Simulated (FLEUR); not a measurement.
# Ag (Fm-3m) in FLEUR: a series of runs, part 2 of 2

FLEUR MaX-R8.1 (later development tree). The steps go on from the part before.

## Step 4: Equation of state, LDA exchange alone (X-alpha), 16.37 Å³/atom (volume scaled by 0.96)

inp.xml reads:

```xml
<?xml version="1.0" encoding="UTF-8" standalone="no"?>
<fleurInput fleurInputVersion="0.39">
   <comment>
      Ag                                                                                                  
   </comment>
   <calculationSetup>
      <cutoffs Kmax="4.1" Gmax="12.7" GmaxXC="12.7" numbands="0"/>
      <scfLoop itmax="60" minDistance="0.00001" maxIterBroyd="15" imix="Anderson" alpha="0.05" precondParam="0.0" spinf="2.0" sdNocoIR="T"/>
      <coreElectrons ctail="T" frcor="F" kcrel="0" coretail_lmax="0"/>
      <xcFunctional name="x-a" relativisticCorrections="F"/>
      <magnetism jspins="1"/>
      <soc l_soc="F" theta="0.0" phi="0.0" spav="F"/>
      <expertModes spex="0" secvar="F"/>
      <geometryOptimization l_f="F" forcealpha="1.0" forcemix="BFGS" epsdisp="0.00001" epsforce="0.00001"/>
      <ldaU l_linMix="F" mixParam="0.05" spinf="1.0"/>
   </calculationSetup>
   <cell>
      <bzIntegration valenceElectrons="19.0" mode="hist" fermiSmearingEnergy="0.00183747">
         <kPointListSelection listName="default-1"/>
         <!-- k-points included here -->
         <xi:include xmlns:xi="http://www.w3.org/2001/XInclude" href="kpts.xml"> </xi:include>
      </bzIntegration>
      <!-- symmetry operations included here -->
      <xi:include xmlns:xi="http://www.w3.org/2001/XInclude" href="sym.xml"> </xi:include>
      <bulkLattice scale="0.9864848297">
         <bravaisMatrix>
            <row-1>    0.0000000000000000     3.8602380410266495     3.8602380410266495</row-1>
            <row-2>    3.8602380410266495     0.0000000000000000     3.8602380410266495</row-2>
            <row-3>    3.8602380410266495     3.8602380410266495     0.0000000000000000</row-3>
         </bravaisMatrix>
      </bulkLattice>
   </cell>
   <atomSpecies>
      <species name="Silver (Ag)" element="Ag" atomicNumber="47">
         <mtSphere radius="2.48" gridPoints="837" logIncrement="0.015"/>
         <atomicCutoffs lmax="10" lnonsphr="8"/>
         <electronConfig flipSpins="F">
            <coreConfig>(1s1/2) (2s1/2) (2p1/2) (2p3/2) (3s1/2) (3p1/2) (3p3/2) (3d3/2) (3d5/2)</coreConfig>
            <valenceConfig>(4s1/2) (4p1/2) (4p3/2) (5s1/2) (4d3/2) (4d5/2)</valenceConfig>
            <stateOccupation state="(5s1/2)" spinUp="0.500000" spinDown="0.500000"/>
         </electronConfig>
         <energyParameters s="5" p="5" d="4" f="4"/>
         <lo type="SCLO" l="0" n="4" eDeriv="0"/>
         <lo type="SCLO" l="1" n="4" eDeriv="0"/>
         <lo type="SCLO" l="1" n="4" eDeriv="1"/>
         <lo type="SCLO" l="2" n="4" eDeriv="2"/>
         <lo type="SCLO" l="3" n="4" eDeriv="2"/>
      </species>
   </atomSpecies>
   <atomGroups>
      <atomGroup species="Silver (Ag)">
         <relPos label="                   1">.0000000000 .0000000000 .0000000000</relPos>
         <force calculate="T" relaxXYZ="TTT"/>
      </atomGroup>
   </atomGroups>
   <output dos="F" band="F" slice="F">
      <checks vchk="F" cdinf="F"/>
      <bandDOS minEnergy="-.5*Htr" maxEnergy="0.5*Htr" sigma="0.015" storeEVData="T"/>
      <vacuumDOS vacdos="F" integ="F" star="F" nstars="0" locx1="0.0" locy1="0.0" locx2="0.0" locy2="0.0" nstm="0" tworkf="0.0"/>
      <unfoldingBand unfoldBand="F" supercellX="1" supercellY="1" supercellZ="1"/>
      <plotting iplot="0" polar="F">
         <plot TwoD="T" vec1="  1.0  0.0  0.0" vec2="  0.0  1.0  0.0" vec3="  0.0  0.0  1.0" zero="  0.0  0.0  0.0" file="plot"/>
      </plotting>
      <chargeDensitySlicing numkpt="0" minEigenval="0.0" maxEigenval="0.0" nnne="0" pallst="F"/>
      <specialOutput eonly="F"/>
      <moessbauerParams electricFieldGradient="T" isomerShift="T" coreHyperfine="T" valenceHyperfine="T"/>
      <magneticCircularDichroism mcd="F" energyLo="-10.0" energyUp="0.0"/>
   </output>
  <!-- We include the file relax.xml here to enable relaxations (see documentation) -->
  <xi:include xmlns:xi="http://www.w3.org/2001/XInclude" href="relax.xml"> <xi:fallback/> </xi:include>
</fleurInput>
```

Launch:

```sh
inpgen -f crystal.txt -profile fastHighL
# inp.xml edited to the form shown
fleur_MPI
```

Wall time 8.5 s (1 thread of Arm Neoverse V1, shared host); peak memory 0.08 GiB.

It converged, with:

```yaml
Free_energy: -144437.2302 eV
Band_gap_on_the_k_mesh: none (metal or under the smearing width)
Valence_electrons_inside_the_program's_atomic_spheres: Ag 17.72 (radii Ag 2.48 bohr)
```

## Step 5: Equation of state, LDA exchange alone (X-alpha), 17.05 Å³/atom

Edit inp.xml of step 4 so:

```diff
@@ -24,3 +24,3 @@
       <xi:include xmlns:xi="http://www.w3.org/2001/XInclude" href="sym.xml"> </xi:include>
-      <bulkLattice scale="0.9864848297">
+      <bulkLattice scale="1.0000000000">
          <bravaisMatrix>
```

Launch:

```sh
inpgen -f crystal.txt -profile fastHighL
# inp.xml edited to the form shown
fleur_MPI
```

Run time: 8.9 s. Hardware: 1 thread of Arm Neoverse V1, shared host; peak memory 0.08 GiB.

The run converged. Its results:

```yaml
Free_energy: -144437.2347 eV
Band_gap_on_the_k_mesh: none (metal or under the smearing width)
Valence_electrons_inside_the_program's_atomic_spheres: Ag 17.68 (radii Ag 2.48 bohr)
```

## Step 6: Equation of state, LDA exchange alone (X-alpha), 17.73 Å³/atom (volume scaled by 1.04)

Edit inp.xml of step 5 so:

```diff
@@ -24,3 +24,3 @@
       <xi:include xmlns:xi="http://www.w3.org/2001/XInclude" href="sym.xml"> </xi:include>
-      <bulkLattice scale="1.0000000000">
+      <bulkLattice scale="1.0131594038">
          <bravaisMatrix>
```

Potentials or basis: all-electron, FLAPW.

Launch:

```sh
inpgen -f crystal.txt -profile fastHighL
# inp.xml edited to the form shown
fleur_MPI
```

Run time: 9.4 s. Hardware: 1 thread of Arm Neoverse V1, shared host; peak memory 0.08 GiB.

The run converged. Its results:

| Quantity | Value |
| --- | --- |
| Free energy | -144437.2204 eV |
| Band gap on the k mesh | none (metal or under the smearing width) |
| Valence electrons inside the program's atomic spheres | Ag 17.64 (radii Ag 2.48 bohr) |

## Step 7: Equation of state, LDA exchange alone (X-alpha), 18.07 Å³/atom (volume scaled by 1.06)

Edit inp.xml of step 6 so:

```diff
@@ -24,3 +24,3 @@
       <xi:include xmlns:xi="http://www.w3.org/2001/XInclude" href="sym.xml"> </xi:include>
-      <bulkLattice scale="1.0131594038">
+      <bulkLattice scale="1.0196128224">
          <bravaisMatrix>
```

Launch:

```sh
inpgen -f crystal.txt -profile fastHighL
# inp.xml edited to the form shown
fleur_MPI
```

Run time: 8.9 s. Hardware: 1 thread of Arm Neoverse V1, shared host; peak memory 0.08 GiB.

Results (log left out):

* Free energy: -144437.2076 eV
* Band gap on the k mesh: none (metal or under the smearing width)
* Valence electrons inside the program's atomic spheres: Ag 17.62 (radii Ag 2.48 bohr)

## Step 8: Equation of state, LDA exchange alone (X-alpha)

This step only gathers the single runs of the series.

What came out:

```yaml
Equilibrium_volume: 16.85 Å³/atom
Bulk_modulus: 118 GPa
Pressure_derivative_of_the_bulk_modulus: "6.0 (rough: it moves with the points fitted)"
```

Energy against volume, from the lowest point:
```
volume (Å³/atom)  energy (meV/atom)
          16.025              15.68
          16.366               4.49
          17.048               0.00
          17.730              14.33
          18.071              27.05
```

Zero-point motion and thermal expansion aren't in these numbers.
